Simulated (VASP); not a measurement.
# Nb: convergence, band structure

Nb, Im-3m (no. 229), 1 atom in the cell. RevPBE; PAW potentials Nb_sv (PBE set). VASP 6.6.1.

Wanted: band energies at the path's corners within 0.1 eV.

What the run is for: bands; Accuracy asked: screening; Route: KPOINTS_OPT.

Band energies at the path's corners: counted from the Fermi level of the mesh, whose own shifts they hold.

POSCAR:
```
Nb
1.0
   -1.6639500000      1.6639500000      1.6639500000
    1.6639500000     -1.6639500000      1.6639500000
    1.6639500000      1.6639500000     -1.6639500000
Nb
1
Direct
    0.0000000000      0.0000000000      0.0000000000
```

The series start from Plane-wave cutoff (eV): 340; Smearing width (eV): 0.07; k-point mesh: 13 × 13 × 13; Electronic threshold (eV): 1e-6; Precision mode (PREC): Accurate; Bands in all (NBANDS): 21; Aspherical gradient terms in the spheres (LASPH): yes; Highest l that the mixer handles (LMAXMIX): 4. Each series keeps the choices made before it, and each single choice may use up half of a tolerance.

## Plane-wave cutoff (eV)

| Plane-wave cutoff (eV) | Band energies at the path's corners, largest deviation (eV) | Time (s) |
|---|---|---|
| 240 | 0.16 | 18 |
| 300 | 0.06 | 18 |
| 340 | 0.04 | 24 |
| 380 | 0.02 | 26 |
| 470 | 0.00 | 29 |
| 590 (reference) | 0.00 | 48 |

Chosen: 340, the loosest value from which every tighter one stays within half of the tolerance.

## Smearing width (eV)

| Smearing width (eV) | Band energies at the path's corners, largest deviation (eV) | Time (s) |
|---|---|---|
| 0.3 | 0.03 | 26 |
| 0.2 | 0.02 | 26 |
| 0.15 | 0.01 | 26 |
| 0.1 | 0.00 | 26 |
| 0.07 | 0.00 | 24 |
| 0.04 (reference) | 0.00 | 27 |

Chosen: 0.3.

## k-point mesh

| k-point mesh | Band energies at the path's corners, largest deviation (eV) | Time (s) |
|---|---|---|
| 5 × 5 × 5 | 0.10 | 12 |
| 6 × 6 × 6 | 0.05 | 13 |
| 8 × 8 × 8 | 0.06 | 16 |
| 10 × 10 × 10 | 0.02 | 19 |
| 13 × 13 × 13 | 0.01 | 26 |
| 15 × 15 × 15 | 0.00 | 25 |
| 18 × 18 × 18 (reference) | 0.00 | 35 |

Chosen: 10 × 10 × 10.

## Electronic threshold (eV)

| Electronic threshold (eV) | Band energies at the path's corners, largest deviation (eV) | Time (s) |
|---|---|---|
| 0.001 | 0.00 | 11 |
| 0.0001 | 0.00 | 11 |
| 1e-5 | 0.00 | 13 |
| 1e-6 | 0.00 | 19 |
| 1e-7 (reference) | 0.00 | 17 |

Chosen: 0.001.

## Precision mode (PREC)

| Precision mode (PREC) | Band energies at the path's corners, largest deviation (eV) | Time (s) |
|---|---|---|
| SingleN | 0.00 | 6.4 |
| Normal | 0.00 | 6.5 |
| Accurate (reference) | 0.00 | 11 |

Chosen: SingleN.

## Bands in all (NBANDS)

| Bands in all (NBANDS) | Band energies at the path's corners, largest deviation (eV) | Time (s) |
|---|---|---|
| 12 | 0.00 | 4.2 |
| 13 | 0.00 | 4.5 |
| 14 | 0.00 | 4.6 |
| 16 | 0.00 | 5.5 |
| 21 | 0.00 | 6.4 |
| 31 (reference) | 0.00 | 9.7 |

Chosen: 12.

## Aspherical gradient terms in the spheres (LASPH)

| Aspherical gradient terms in the spheres (LASPH) | Band energies at the path's corners, largest deviation (eV) | Time (s) |
|---|---|---|
| no | 0.00 | 4.1 |
| yes (reference) | 0.00 | 4.2 |

Chosen: no.

## Highest l that the mixer handles (LMAXMIX)

| Highest l that the mixer handles (LMAXMIX) | Band energies at the path's corners, largest deviation (eV) | Time (s) |
|---|---|---|
| 2 | 0.00 | 4.0 |
| 4 | 0.00 | 4.1 |
| 6 (reference) | 0.00 | 4.0 |

Chosen: 2.

## All choices together

| Input | Band energies at the path's corners, largest deviation (eV) | Time (s) |
|---|---|---|
| the program's defaults (naive) | 0.12 | 3.7 |
| chosen settings | 0.08 | 4.0 |
| reference settings throughout | 0.00 | 131 |

The tolerance is met.

## The input

INCAR:
```
SYSTEM = Nb
GGA = RE ; ISMEAR = 0
SIGMA = 0.3 ; LWAVE = .False.
LCHARG = .False. ; NBANDS = 12
PREC = SingleN ; LASPH = .False.
LREAL = .False. ; ALGO = Normal
EDIFF = 0.001 ; NELM = 120
GGA_COMPAT = .False. ; ENCUT = 340
LMAXMIX = 2
```

KPOINTS:
```
Automatic mesh
0
Gamma
  10 10 10
  0 0 0
```

KPOINTS_OPT:
```
path GHNGPH,PN
12
line-mode
reciprocal
 0.0000000000  0.0000000000  0.0000000000  G
 0.5000000000 -0.5000000000  0.5000000000  H

 0.5000000000 -0.5000000000  0.5000000000  H
 0.0000000000  0.0000000000  0.5000000000  N

 0.0000000000  0.0000000000  0.5000000000  N
 0.0000000000  0.0000000000  0.0000000000  G

 0.0000000000  0.0000000000  0.0000000000  G
 0.2500000000  0.2500000000  0.2500000000  P

 0.2500000000  0.2500000000  0.2500000000  P
 0.5000000000 -0.5000000000  0.5000000000  H

 0.2500000000  0.2500000000  0.2500000000  P
 0.0000000000  0.0000000000  0.5000000000  N
```

Commands:
```
cat potpaw_PBE.64/Nb_sv/POTCAR > POTCAR
mpirun -np 1 vasp_std > vasp.out
```

The chosen input took VASP 6.6.1 4.0 s on 1 core (AMD EPYC 7R43 (Zen 3)), a shared host.

## An input that fails: fixed density asked without a density file

VASP's message: ERROR: charge density could not be read from file CHGCAR for ICHARG>10.

Changes against the starting input:
```
- NELM = 120
+ NELM = 72
+ ICHARG = 11
```
